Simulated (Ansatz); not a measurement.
Run on ZrS$_{2}$: DFT, PBEsol, all-electron LAPW, scalar-relativistic (Ansatz 0.2.0).

The cell comes from a relaxation on PAW files under the same functional, begun from a database entry that needn't be the ground state.

Command: `ansatz run input.yaml --threads 1 --pin off --max-ram 3072MiB --backend cpu --events-out ev --progress --plain --runs-dir out` It took 46 s on 1 thread of Intel(R) Xeon(R) Platinum 8259CL CPU @ 2.50GHz (Skylake/Cascade Lake), on a shared host, peak memory 0.41 GiB.

```yaml
crystal:
  lattice:
    - [3.6285367602, 0.0, 0.0]
    - [-1.8142683801, 3.1424050129, 0.0]
    - [0.0, 0.0, 5.8860781343]
  atoms:
    - { symbol: Zr, position: [0.0, 0.0, 0.0] }
    - { symbol: S, position: [0.6666666667, 0.3333333333, 0.7532689069] }
    - { symbol: S, position: [0.3333333333, 0.6666666667, 0.2467310931] }
kpoints:
  mp_grid: { grid: [8, 8, 4] }
  band_path:
    path:
      - [0.0, 0.0, 0.0]
      - [0.5, 0.0, 0.0]
      - [0.3333333333, 0.3333333333, 0.0]
      - [0.0, 0.0, 0.0]
      - [0.0, 0.0, 0.5]
      - [0.5, 0.0, 0.5]
      - [0.3333333333, 0.3333333333, 0.5]
      - [0.0, 0.0, 0.5]
      - [0.5, 0.0, 0.5]
    npoints: 14
scf:
  occupations: { method: fermi_dirac, width: 0.02 }
hamiltonian:
  xc: pbesol
  pseudopotentials: { kind: all_electron, lapw: { basis_error: 0.0005 } }
output:
  forces: true
  stress: true
  eigenvalues: true
  populations: true
```

Output:

```
Zr: projections on atomic orbitals take those of the free atom 1s2 2s2 2p6 3s2 3p6 3d10 4s2 4p6 4d2 5s2, of charge +0.00 (hamiltonian.pseudopotentials.projection_atoms)
S: projections on atomic orbitals take those of the free atom 1s2 2s2 2p6 3s2 3p4, of charge +0.00 (hamiltonian.pseudopotentials.projection_atoms)
LAPW: plane waves up to 7.924 Å⁻¹, error target 5.0e-4 eV per atom; small_component_spin mean_spin; S in spheres of 1.160 Å, 14 of its electrons in bands, Dirac shells []; Zr in spheres of 1.389 Å, 30 of its electrons in bands, Dirac shells [] (how accurate: hamiltonian.pseudopotentials.lapw.basis_error, Limitations)
Engine: ansatz 0.2.0
Pseudopotentials: kind: all_electron
Pseudopotential: Zr, LAPW, valence charge 30, lapw/all_electron/scalar/gaussian/Zr, Koelling and Harmon's equation, gaussian nucleus
Pseudopotential: S, LAPW, valence charge 14, lapw/all_electron/scalar/gaussian/S, Koelling and Harmon's equation, gaussian nucleus
Functional definition: PBEsol
  exchange = pbesol_x
  correlation = pbesol_c
Crystal: 3 atoms, lattice volume = 67.115 Å³
Basis set: ecut = 239.21824433023005 eV, 573 PW (Γ), exchange–correlation at level 2
Bands: 35, of which v1, the nominal top of the filled ones, is band 29 counted from 1 (28 counted from 0)
Symmetry: 12 space group operations
Space group: P-3m1 (ITA 164), of the structure as read, at distance tolerance 4.1e-5 Å
k-points: 35 of 256
Non-local potential: Zr, projectors of the file, none
Non-local potential: S, projectors of the file, none
Initial density: superposition of atomic densities (chi_scale 0.1, normalization cell, long waves kept (reshape's long-wave potential 0.14 eV rms))
Initial wavefunctions: plane waves of lowest kinetic energy (no species holds an atomic orbital)
Functional: x = pbesol(κ = 0.804, μ = 0.12345679012345678), c = pbesol(β = 0.046)
iter 1 solved again at ethr=3.25e-3 eV; its pass at ethr=1.00e-1 eV (dr2=1.89e0 eV) is discarded
SCF iter   1: F=—  HF=-119568.431955 eV  |F-HF|=—  |Δ(HF+E_count)|=         —  Δρ=4.40e-2  dr2=1.89e0  ethr=3.25e-3  ⟨swp⟩=2.0  Hψ=7962  notcnv=0
preconditioner: auto → Resta (q_TF=auto, 2.663 Å⁻¹)  ε∞=4.6  [insulator: Δε(μ)=1.563 eV  Ē_g=9.572 eV  σ=0.020 eV  W_gap=1.00  n_scr=22 (ndim 8)  ℏωp=18.1 eV  f_vac=0.106  D(μ)=0.00/eV (n_scr^D=0)  ε∞_Penn≈4.6]
SCF iter   2: F=—  HF=-119567.775759 eV  |F-HF|=—  |Δ(HF+E_count)|=   6.56e-1  Δρ=1.76e-2  dr2=4.18e-1  ethr=3.25e-3  ⟨swp⟩=2.2  Hψ=3747  notcnv=0
SCF iter   3: F=—  HF=-119567.711330 eV  |F-HF|=—  |Δ(HF+E_count)|=   6.44e-2  Δρ=1.11e-2  dr2=1.27e-1  ethr=7.20e-4  ⟨swp⟩=2.9  Hψ=3918  notcnv=0
iter 4 solved again at ethr=1.13e-5 eV; its pass at ethr=2.20e-4 eV (dr2=6.56e-3 eV) is discarded
SCF iter   4: F=—  HF=-119567.692480 eV  |F-HF|=—  |Δ(HF+E_count)|=         —  Δρ=2.31e-3  dr2=6.53e-3  ethr=1.13e-5  ⟨swp⟩=2.0  Hψ=6394  notcnv=0
the basis was enlarged: its passes take 251.4 KiB over the memory plan, 1 of 1 planned eigensolver slots
SCF iter   5: F=—  HF=-119567.694029 eV  |F-HF|=—  |Δ(HF+E_count)|=   1.55e-3  Δρ=5.94e-4  dr2=2.82e-4  ethr=1.13e-5  ⟨swp⟩=2.4  Hψ=3877  notcnv=0
SCF iter   6: F=—  HF=-119567.694368 eV  |F-HF|=—  |Δ(HF+E_count)|=   3.39e-4  Δρ=1.46e-4  dr2=2.87e-5  ethr=4.87e-7  ⟨swp⟩=3.0  Hψ=3832  notcnv=0
SCF iter   7: F=—  HF=-119567.694402 eV  |F-HF|=—  |Δ(HF+E_count)|=   3.35e-5  Δρ=5.03e-5  dr2=3.17e-6  ethr=4.96e-8  ⟨swp⟩=3.0  Hψ=3888  notcnv=0
SCF iter   8: F=—  HF=-119567.694407 eV  |F-HF|=—  |Δ(HF+E_count)|=   5.62e-6  Δρ=1.50e-5  dr2=2.98e-7  ethr=5.46e-9  ⟨swp⟩=3.0  Hψ=3898  notcnv=0
SCF iter   9: F=-119567.694407 eV  HF=-119567.694407 eV  |F-HF|=2.31e-8  |Δ(HF+E_count)|=   3.32e-7  Δρ=4.04e-6  dr2=1.69e-8  ethr=5.14e-10  ⟨swp⟩=3.0  Hψ=3896  notcnv=0
SCF 1 converged in 9 iterations: F = -119567.694407 eV  dr2 = 1.69e-8
NSCF: frozen V_eff on 113 k-points
SCF converged after 9 iterations
Free energy (F): -119567.694407 eV
Harris-Foulkes:  -119567.694407 eV  (|F-HF|=2.31e-8)
Internal energy: -119567.694407 eV  (E = F + TS)
E sigma→0 (E₀):  -119567.694407 eV
Fermi energy:    8.698039 eV
--- Per-component energies (eV) ---
  E_band       = -6814.149177
  E_kinetic    = 122869.865847
  E_xc         = -4415.758511
  E_electrostatic = -238021.801743  (all electrons and nuclei)
  E_smearing   = -0.000000  (= −TS)
  E_closure    = 0.000000  (closes the sum)
  E_atoms      = -119546.411046  (free atoms, spherical and without spin; not in F)
  Σ components = -119567.694407   (vs F -119567.694407, Δ=0.00e0)
  Basis errors (estimates in eV, not in F): energy 2.7e-4 per atom: plane waves 2.5e-4 (1.4e-4 summed), levels above the bands 7.7e-120, relativity 1.6e-8, radial functions 2.1e-5, core shells 3.6e-10; eigenvalues (radial functions only) 5.3e-7; not estimated: angular momenta, meshes, grids; target (lapw.basis_error) 5.0e-4; muffin-tin radii S 1.160 Å, Zr 1.389 Å
--- Forces (eV/Å), atoms counted from 1 ---
  atom   1  Zr     0.00000000     0.00000000     0.00000000
  atom   2  S     -0.00000000    -0.00000000    -0.00202472
  atom   3  S     -0.00000000     0.00000000     0.00202472
  max |Σ_I F_I| component: 1.85e-17 eV/Å
--- Stress (GPa, compression-positive) ---
        0.022073       0.000000       0.000000
        0.000000       0.022073       0.000000
        0.000000       0.000000       0.020007
  P = ⅓ Tr σ = 0.0214 GPa (0.214 kbar)
--- Band table (eV; the first three rows and the last of 35) ---
  k-point 0: bands = ["-390.0842", "-303.2133", "-303.2133", "-303.2105", "-195.7662", "-195.7662", "-160.6538", "-160.6538", "-160.6521", "-160.6332", "-160.6332", "-140.8185", "-140.8185", "-140.8152", "-140.8152", "-140.8152", "-140.8152", "-40.4971", "-18.6167", "-18.4470", "-18.4470", "-4.5051", "-2.9532", "3.7080", "5.4718", "5.4718", "8.2333", "8.2333", "8.2885", "9.8297", "9.8297", "10.5528", "13.2408", "13.2408", "13.9972"]
  k-point 1: bands = ["-390.0842", "-303.2133", "-303.2133", "-303.2105", "-195.7662", "-195.7662", "-160.6538", "-160.6538", "-160.6521", "-160.6332", "-160.6332", "-140.8185", "-140.8185", "-140.8152", "-140.8152", "-140.8152", "-140.8152", "-40.4971", "-18.6170", "-18.4470", "-18.4470", "-4.3884", "-3.1446", "4.1513", "5.4915", "5.4915", "7.3925", "8.1610", "8.1610", "9.8111", "9.8111", "10.8434", "13.4359", "13.4359", "14.1877"]
  k-point 2: bands = ["-390.0842", "-303.2133", "-303.2133", "-303.2105", "-195.7662", "-195.7662", "-160.6538", "-160.6538", "-160.6521", "-160.6332", "-160.6332", "-140.8185", "-140.8185", "-140.8152", "-140.8152", "-140.8152", "-140.8152", "-40.4971", "-18.6174", "-18.4470", "-18.4470", "-4.2280", "-3.3756", "4.8486", "5.5118", "5.5118", "6.3920", "8.0906", "8.0906", "9.7921", "9.7921", "10.9820", "13.6464", "13.6464", "14.4771"]
  k-point 34: bands = ["-390.0842", "-303.2133", "-303.2133", "-303.2105", "-195.7662", "-195.7662", "-160.6538", "-160.6538", "-160.6521", "-160.6332", "-160.6332", "-140.8185", "-140.8185", "-140.8152", "-140.8152", "-140.8152", "-140.8152", "-40.4721", "-18.6916", "-18.6087", "-18.5418", "-3.2553", "-3.0248", "4.3644", "4.7139", "5.5028", "6.0209", "6.3505", "6.7597", "10.3105", "11.2635", "11.3778", "13.4906", "14.4959", "15.7611"]
--- Löwdin populations: 3 sites ---
  site symbol       q [e]
     0     Zr     39.2263
     1      S     16.3224
     2      S     16.3224
  spilling = 0.001789 (of n_electrons = 72.000000)
```

populations.tsv:

```
# site	symbol	l	j	q
# orbitals = lowdin
# n_electrons = 72.000000
# spilling = 0.001789
# projection_atom_Zr: 1s2 2s2 2p6 3s2 3p6 3d10 4s2 4p6 4d2 5s2
# projection_atom_S: 1s2 2s2 2p6 3s2 3p4
0	Zr	0_1S	-	1.999998
0	Zr	0_2S	-	1.999931
0	Zr	0_3S	-	1.998676
0	Zr	0_4S	-	1.970378
0	Zr	0_5S	-	0.519822
0	Zr	1_2P	-	5.999999
0	Zr	1_3P	-	5.999971
0	Zr	1_4P	-	5.994518
0	Zr	2_3D	-	9.999975
0	Zr	2_4D	-	2.743005
1	S	0_1S	-	1.999910
1	S	0_2S	-	1.994001
1	S	0_3S	-	1.764035
1	S	1_2P	-	5.999302
1	S	1_3P	-	4.565198
2	S	0_1S	-	1.999910
2	S	0_2S	-	1.994001
2	S	0_3S	-	1.764035
2	S	1_2P	-	5.999302
2	S	1_3P	-	4.565198
```

Next run (cell and atoms relaxed), as changes to the input before:

```diff
   mp_grid: { grid: [8, 8, 4] }
-  band_path:
-    path:
-      - [0.0, 0.0, 0.0]
-      - [0.5, 0.0, 0.0]
-      - [0.3333333333, 0.3333333333, 0.0]
-      - [0.0, 0.0, 0.0]
-      - [0.0, 0.0, 0.5]
-      - [0.5, 0.0, 0.5]
-      - [0.3333333333, 0.3333333333, 0.5]
-      - [0.0, 0.0, 0.5]
-      - [0.5, 0.0, 0.5]
-    npoints: 14
 scf:
   eigenvalues: true
-  populations: true
+relax:
+  f_tol: 0.005
+  max_steps: 12
+  cell: {}
```

Results part of the output:

```
basis re-selected at this cell: Δ(F+E_penalty+E_count) = -2.491e-8 eV, ΔP = -0.000 GPa vs the last step (what re-selecting the basis moved, after the strain that the cell walked since its last selection, with what the two solves' SCF thresholds leave and, on support functions, any second-order correction that the steps lacked; it is no measure of the basis error at this ecutwfc). This SCF's stress stands 2.18e-2 GPa from its target on what of the cell is left free (relax.cell.stress_tol is 5.00e-2 GPa) and its largest allowed force component is 1.91e-3 eV/Å (relax.f_tol is 5.00e-3 eV/Å): within both
SCF converged after 2 iterations
Free energy (F): -119567.694374 eV
Harris-Foulkes:  -119567.694374 eV  (|F-HF|=1.31e-8)
Internal energy: -119567.694374 eV  (E = F + TS)
E sigma→0 (E₀):  -119567.694374 eV
Fermi energy:    8.698001 eV
--- Per-component energies (eV) ---
  E_band       = -6814.168207
  E_kinetic    = 122869.903941
  E_xc         = -4415.760110
  E_electrostatic = -238021.838205  (all electrons and nuclei)
  E_smearing   = -0.000000  (= −TS)
  E_closure    = 0.000000  (closes the sum)
  E_atoms      = -119546.411046  (free atoms, spherical and without spin; not in F)
  Σ components = -119567.694374   (vs F -119567.694374, Δ=0.00e0)
  Basis errors (estimates in eV, not in F): energy 2.7e-4 per atom: plane waves 2.6e-4 (1.5e-4 summed), levels above the bands 7.7e-120, relativity 3.4e-8, radial functions 1.4e-5, core shells 3.1e-10; eigenvalues (radial functions only) 2.7e-7; not estimated: angular momenta, meshes, grids; target (lapw.basis_error) 5.0e-4; muffin-tin radii S 1.126 Å, Zr 1.347 Å
[... lines left out ...]
        0.000000       0.000000       0.019892
  P = ⅓ Tr σ = 0.0212 GPa (0.212 kbar)
--- Band table (eV; the first three rows and the last of 35) ---
  k-point 0: bands = ["-390.0850", "-303.2141", "-303.2141", "-303.2114", "-195.7663", "-195.7663", "-160.6546", "-160.6546", "-160.6530", "-160.6340", "-160.6340", "-140.8186", "-140.8186", "-140.8153", "-140.8153", "-140.8153", "-140.8153", "-40.4974", "-18.6169", "-18.4473", "-18.4473", "-4.5051", "-2.9533", "3.7080", "5.4717", "5.4717", "8.2333", "8.2333", "8.2885", "9.8296", "9.8296", "10.5527", "13.2407", "13.2407", "13.9972"]
  k-point 1: bands = ["-390.0850", "-303.2141", "-303.2141", "-303.2114", "-195.7663", "-195.7663", "-160.6546", "-160.6546", "-160.6530", "-160.6340", "-160.6340", "-140.8186", "-140.8186", "-140.8153", "-140.8153", "-140.8153", "-140.8153", "-40.4974", "-18.6172", "-18.4472", "-18.4472", "-4.3884", "-3.1446", "4.1513", "5.4914", "5.4914", "7.3925", "8.1610", "8.1610", "9.8110", "9.8110", "10.8433", "13.4359", "13.4359", "14.1877"]
  k-point 2: bands = ["-390.0850", "-303.2141", "-303.2141", "-303.2114", "-195.7663", "-195.7663", "-160.6546", "-160.6546", "-160.6530", "-160.6340", "-160.6340", "-140.8186", "-140.8186", "-140.8153", "-140.8153", "-140.8153", "-140.8153", "-40.4974", "-18.6176", "-18.4472", "-18.4472", "-4.2280", "-3.3756", "4.8486", "5.5117", "5.5117", "6.3920", "8.0906", "8.0906", "9.7920", "9.7920", "10.9819", "13.6463", "13.6463", "14.4771"]
  k-point 34: bands = ["-390.0850", "-303.2141", "-303.2141", "-303.2114", "-195.7663", "-195.7663", "-160.6546", "-160.6546", "-160.6530", "-160.6340", "-160.6340", "-140.8186", "-140.8186", "-140.8153", "-140.8153", "-140.8153", "-140.8153", "-40.4724", "-18.6918", "-18.6089", "-18.5420", "-3.2553", "-3.0248", "4.3644", "4.7139", "5.5028", "6.0208", "6.3505", "6.7597", "10.3104", "11.2634", "11.3777", "13.4906", "14.4958", "15.7611"]
--- Relaxed structure (1 steps of the walk, 1 accepted, 1 SCFs on fresh bases) ---
  F+E_penalty+E_count = -119567.69437441 eV   max|allowed force component| = 1.905e-3 eV/Å   (the final SCF, on the basis selected at the relaxed cell)
  cell:  # Å, volume = 67.1150 Å³
    - [3.628536760200644, 0.0, 0.0]
    - [-1.814268380100322, 3.142405012899442, 0.0]
    - [0.0, 0.0, 5.8860781343]
  atoms:
    - { symbol: Zr, position: [0.0, 0.0, 0.0] }
    - { symbol: S, position: [0.6666666666666666, 0.3333333333333333, 0.7532689068999998] }
    - { symbol: S, position: [0.3333333333333333, 0.6666666666666666, 0.24673109309999994] }
```
